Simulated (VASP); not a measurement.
Wanted: the native input for a VASP 6.6.1 run.

```yaml
Task: band structure
Functional: PBEsol
Potentials_or_basis: VASP PAW PBE potentials, release 64 (Ni, O)
Cutoff: 520 eV
k_mesh: 11 × 11 × 11
Occupations: fermi-dirac, width 0.05 eV
Spin: collinear spin, ferromagnetic start
Starting_moments: "[1.0, 0.0] μB"
Further_INCAR_settings: ALGO = Normal; EDIFF = 1e-06; NBANDS = 19
```

The structure of NiO lies in POSCAR:

```
NiO
1.0
    0.0000000000      2.0859016414      2.0859016414
    2.0859016414      0.0000000000      2.0859016414
    2.0859016414      2.0859016414      0.0000000000
Ni O
1 1
Direct
    0.0000000000      0.0000000000      0.0000000000
    0.5000000000      0.5000000000      0.5000000000
```

One way to write it, as run:

INCAR

```
ALGO = Normal
EDIFF = 1E-6
ENCUT = 520
GGA = PS
ISIF = 2
ISMEAR = -1
ISPIN = 2
LASPH = True
LCHARG = False
LMAXMIX = 4
LORBIT = 11
LREAL = False
LWAVE = False
MAGMOM = 1 0
NBANDS = 19
NELM = 150
PREC = Accurate
SIGMA = 0.05
```

KPOINTS

```
k-points
0
Gamma
  11 11 11
```

KPOINTS_OPT

```
path GXWKGLUWLK,UX
15
line-mode
reciprocal
 0.0000000000  0.0000000000  0.0000000000  G
 0.5000000000  0.0000000000  0.5000000000  X

 0.5000000000  0.0000000000  0.5000000000  X
 0.5000000000  0.2500000000  0.7500000000  W

 0.5000000000  0.2500000000  0.7500000000  W
 0.3750000000  0.3750000000  0.7500000000  K

 0.3750000000  0.3750000000  0.7500000000  K
 0.0000000000  0.0000000000  0.0000000000  G

 0.0000000000  0.0000000000  0.0000000000  G
 0.5000000000  0.5000000000  0.5000000000  L

 0.5000000000  0.5000000000  0.5000000000  L
 0.6250000000  0.2500000000  0.6250000000  U

 0.6250000000  0.2500000000  0.6250000000  U
 0.5000000000  0.2500000000  0.7500000000  W

 0.5000000000  0.2500000000  0.7500000000  W
 0.5000000000  0.5000000000  0.5000000000  L

 0.5000000000  0.5000000000  0.5000000000  L
 0.3750000000  0.3750000000  0.7500000000  K

 0.6250000000  0.2500000000  0.6250000000  U
 0.5000000000  0.0000000000  0.5000000000  X
```

Potentials or basis: VASP PAW PBE potentials, release 64 (Ni, O).

Launch:

```sh
$ cat potpaw_PBE.64/Ni/POTCAR potpaw_PBE.64/O/POTCAR > POTCAR
$ mpirun -np 1 vasp_std > vasp.out
```

It gave:

| Item | Value |
| --- | --- |
| Pressure | -7.6 GPa |
| Band gap along the path | none (metal or under the smearing width) |
| Net moment | 1.34 μB per cell |
| Site moments | Ni +1.12; O +0.19 μB |
| Valence electrons inside the program's atomic spheres | Ni 9.04; O 4.93 |

Caveat: the PAW data sets were made with another functional, which shifts forces and pressure a little; a cell with one magnetic atom can't hold antiferromagnetic order, which such compounds often take; semilocal functionals often make such compounds metallic where correlation or magnetic order opens a gap, which also shifts bond lengths.

Wall time 32 s on 1 thread of Intel(R) Xeon(R) 6975P-C (Granite Rapids) (shared host), peak memory 0.18 GiB.
